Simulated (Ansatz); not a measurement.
ZnS: levels and charges under dearer methods

A database entry relaxed whole under r2SCAN at zero pressure (F-43m, No. 216):

```
Zn S
1.0
     0.00000    2.69518    2.69518
     2.69518    0.00000    2.69518
     2.69518    2.69518    0.00000
Zn S
1 1
Direct
  0.25000 0.25000 0.25000
  0.00000 0.00000 0.00000
```

Its volume is 19.58 Å³ an atom, -0.8 % against the entry's 19.73, which is old or was flagged in a check.

Single points on this cell with plane-wave PAW DFT (Ansatz 0.2.0; r2SCAN 500 eV, hybrids 420 eV; fermi-dirac occupations of width 0.020 eV; no moments): r2SCAN on a 10×10×10 Γ-centred mesh; HSE06 on a 8×8×8 Γ-centred mesh; PBE0 on a 8×8×8 Γ-centred mesh.

What does each level give for gap and charges?

The runs give:

```csv
level,"gap (eV), or kind",pressure (GPa),Bader charge of Zn (e),Bader charge of S (e)
r2SCAN,2.70,0.0,+0.97,-0.97
HSE06,3.37,1.5,+0.98,-0.98
PBE0,4.02,1.3,+0.97,-0.97
```

Under r2SCAN the gap is 2.70 eV, over mesh and band path. HSE06 moves it by +0.67 eV and PBE0 by +1.33 eV; PBE0 keeps its exact exchange at long range, which widens the gap over HSE06's by 0.66 eV on their common mesh.

Caveats: the relaxation kept the start's symmetry; HSE06 is read on its mesh and at the zone's corners, PBE0 on its mesh alone; hybrid pressures are good to a few tenths of a GPa; pressure is positive in compression.
